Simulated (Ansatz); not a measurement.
Relaxation of Ag

Level of theory: Ansatz, DFT PBEsol, scalar-relativistic, plane waves, PAW. (420 eV cutoff, 18×18×18 k-mesh, Gaussian smearing of 0.10 eV, no spin polarisation)

What was changed: relaxed at 1 GPa.

Command:

```bash
ansatz run input.yaml --threads 1 --pin off --max-ram 2560MiB --backend cpu --events-out ev --progress --plain --runs-dir out
```

Input:

```yaml
crystal:
  lattice:
    - [-1.6073702131, 1.6073702131, 1.6073702131]
    - [1.6073702131, -1.6073702131, 1.6073702131]
    - [1.6073702131, 1.6073702131, -1.6073702131]
  atoms:
    - { symbol: Ag, position: [0.0, 0.0, 0.0] }
basis:
  ecutwfc: 420
kpoints:
  mp_grid: { grid: [18, 18, 18] }
hamiltonian:
  xc: pbesol
scf:
  occupations: { method: gaussian, width: 0.1 }
output:
  forces: true
  stress: true
  eigenvalues: true
relax:
  adjacent_minimum: "off"
  f_tol: 0.008
  max_steps: 50
  cell: { stress_tol: 0.08, p_target: 1.0 }
```

F is the free energy. Steps run on the plane waves of an earlier cell, but the last one, and at times one on the way, on a freshly chosen basis, so a repeated geometry can differ a little in energy. The relaxation lowers the enthalpy F + PV at the target pressure, so F itself can rise.

Steps:

```tsv
step	F − F(1) (eV)	largest force component (eV/Å)	V (Å³/atom)	P (GPa)
1	0.0000	0.000	16.611	1.15
2	-0.0002	0.000	16.647	0.89
3	-0.0001	0.000	16.632	1.00
4	-0.0001	0.000	16.632	1.00
```

Relaxed structure:

```
CELL_PARAMETERS angstrom
-1.60804 1.60804 1.60804
1.60804 -1.60804 1.60804
1.60804 1.60804 -1.60804
ATOMIC_POSITIONS crystal
Ag 0.00000 0.00000 0.00000
```

The structure is cubic, space group Im-3m (No. 229). The conventional cell has a = 3.216 Å, b = 3.216 Å, c = 3.216 Å, α = 90.00°, β = 90.00°, γ = 90.00°. Around Ag (site symmetry m-3m) lie 8 Ag at 2.79 Å.

The run converged. Time: 5 s on 1 thread of Intel(R) Xeon(R) 6975P-C (Granite Rapids) (shared host), peak memory 0.39 GiB.